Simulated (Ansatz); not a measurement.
# From the elastic tensor of InP at 15 GPa (stress–strain coefficients) to moduli and sound speeds

Theory: Ansatz 0.2.0, DFT PBE, scalar-relativistic, plane waves, PAW. Plane waves to 420 eV; Γ-centred k mesh 10×10×10; fixed occupations. No spin polarisation.

It takes space group F-43m (No. 216, cubic). Conventional cell: a = 5.631 Å, b = 5.631 Å, c = 5.631 Å, α = 90.00°, β = 90.00°, γ = 90.00°. Around In (site symmetry -43m) lie 4 P at 2.44 Å. P (site symmetry -43m) is surrounded by 4 In at 2.44 Å.

The real crystal has changed phase below this pressure.

Relaxed-ion constants (GPa, on the Cartesian axes of the calculation):
```
143.1 111.7 111.7   0.0   0.0   0.0
111.7 143.1 111.7   0.0   0.0   0.0
111.7 111.7 143.1   0.0   0.0   0.0
  0.0   0.0   0.0  39.0   0.0   0.0
  0.0   0.0   0.0   0.0  39.0   0.0
  0.0   0.0   0.0   0.0   0.0  39.0
```

Density 5.424 g/cm³; 2 atoms in 44.63 Å³.

The values that follow are for a polycrystal of randomly turned grains, by Hill's mean where one number stands. In a crystal this anisotropic the Voigt and Reuss bounds lie far apart, so Hill's mean and the sound speeds and Debye temperature from it are rough.

```json
{
  "Bulk modulus, Voigt / Reuss / Hill": "122.1 / 122.1 / 122.1 GPa",
  "Shear modulus, Voigt / Reuss / Hill": "29.7 / 24.5 / 27.1 GPa",
  "Young's modulus": "76 GPa",
  "Poisson ratio": "0.397",
  "Pugh ratio B/G": "4.51",
  "Universal anisotropy index": "1.07",
  "Longitudinal and transverse sound speeds": "5401 and 2234 m/s",
  "Debye temperature from the mean sound speed": "267 K"
}
```

Cost: 1 run of about 1.8 core-minutes, on Arm Neoverse V2 (shared hosts).

Compressed zinc-blende InP resists a change of volume far more than a change of shape: the bulk modulus is 122.1 GPa, while the Hill shear modulus is only 27.1 GPa. The weakest response is tetragonal shear, since C11 (143.1 GPa) lies not far above C12 (111.7 GPa). In this open, tetrahedrally bonded lattice, such a shear mainly bends bond angles, and the angular forces are weak in a partly ionic compound. Pressure strengthens the repulsion that opposes compression but does little for those angular forces. C44 exceeds half the difference between C11 and C12, so the crystal is stiffest in tension along the ⟨111⟩ bond directions and most compliant along ⟨100⟩.

The constants satisfy the cubic conditions for stability against small homogeneous strains, which suggests that the transition out of this structure is not driven by an elastic instability at or below this pressure. The high Pugh ratio reflects the weak shear resistance and is no evidence of ductility, which depends on dislocation motion and fracture.
